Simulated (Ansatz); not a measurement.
Runs of Ansatz 0.2.0 on BeTe. The structure is cubic, space group F-43m (No. 216). The conventional cell has a = 5.540 Å, b = 5.540 Å, c = 5.540 Å, α = 90.00°, β = 90.00°, γ = 90.00°. Te (site symmetry -43m) has 4 Be at 2.40 Å as nearest neighbours. Be (site symmetry -43m) is surrounded by 4 Te at 2.40 Å. 

```tsv
task	level	potentials or basis	cell	k mesh	cutoff (eV)	smearing	points for each segment of the path	atoms under strain	gap on the mesh (eV)	pressure (GPa)	relaxed volume (Å³/atom)
relaxation of cell and atoms	r2SCAN+rVV10	Ansatz PAW	relaxed	8 × 8 × 8	500	fermi-dirac 0.05 eV	-	-	2.29	0.0	22.39
relaxation of cell and atoms	BLYP+D4	Ansatz PAW	relaxed	8 × 8 × 8	420	fermi-dirac 0.05 eV	-	-	2.22	0.0	22.01
band structure	LDA	JTH PAW LDA	as given	8 × 8 × 8	990	fermi-dirac 0.05 eV	14	-	(b)	(a)	-
relaxation of cell and atoms	revPBE+D3(BJ)	Ansatz PAW	relaxed	8 × 8 × 8	420	fermi-dirac 0.05 eV	-	-	1.93	0.0	21.28
relaxation of cell and atoms	RPBE	Ansatz PAW	relaxed	8 × 8 × 8	420	fermi-dirac 0.05 eV	-	-	2.19	0.0	23.35
elastic constants	LDA	Ansatz PAW	as given	7 × 7 × 7	420	fixed	-	relaxed	1.84	0.5	-
```

Alike in all rows: no spin polarisation.

**Question.** Fill in the values left out.

**Answer.** (a) 0.7; (b) 1.75.

Caveats: spin-orbit coupling is left out, which moves the levels of the heavy elements; the PAW data sets come from PBE, with cores solved anew for the run's functional, which leaves a small shift of forces and pressure (some runs); the plane-wave basis is chosen anew once the cell has moved, so the energies of steps on either side of that aren't comparable (some runs); odd divisions of the mesh miss points on the zone boundary, where band edges often lie, so the gap on the mesh can be too wide (some runs).

A k mesh can miss the band edges, and the runs leave out spin-orbit coupling on Te.

The runs don't all hold the same shells in valence.

Runs at the PBE level aren't shown here.
